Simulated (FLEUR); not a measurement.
Runs of FLEUR MaX-R8.1 (later development tree) on Sb. The structure is trigonal, space group R-3m (No. 166). Conventional cell: a = 4.308 Å, b = 4.308 Å, c = 11.274 Å, α = 90.00°, β = 90.00°, γ = 120.00°. Sb (site symmetry 3m) has 3 Sb at 2.91 Å as nearest neighbours. 

```csv
task,level,cell,max iterations,mixing factor,mixer,mixer history,density convergence,gap on the mesh (eV),V0 of scaled cells (Å³/atom),B0 (GPa),largest force (eV/Å)
equation of state,PBEsol,as given,-,-,-,-,-,-,30.22,(a),-
single point,PBEsol,"atoms moved at random, drawn with an rms of 0.05 Å",60,0.05,Anderson,15,1e-05 me/bohr^3,none,-,-,0.12
single point,PBEsol,as given,60,0.05,Anderson,15,1e-05 me/bohr^3,none,-,-,0.11
equation of state,r2SCAN,as given,-,-,-,-,-,-,(b),54,-
```

Alike in all rows: potentials or basis all-electron, FLAPW; no spin polarisation; k mesh 8 × 8 × 8; smearing fermi-dirac 0.05 eV; kmax 4.1 1/bohr.

Task: Fill in the values left out.

Result: (a) 57; (b) 31.10.

Caveats: the cell was scaled at fixed shape and fractional positions, which overstates the stiffness of a crystal with free parameters, most of all of layers and chains (some runs); the meta-GGA is that of a development version, with a GGA for the radial functions and cores and without core tails (some runs).

A k mesh can miss the band edges, and the runs leave out spin-orbit coupling on Sb.

A gap of «none» marks a metal or a gap under the smearing width.
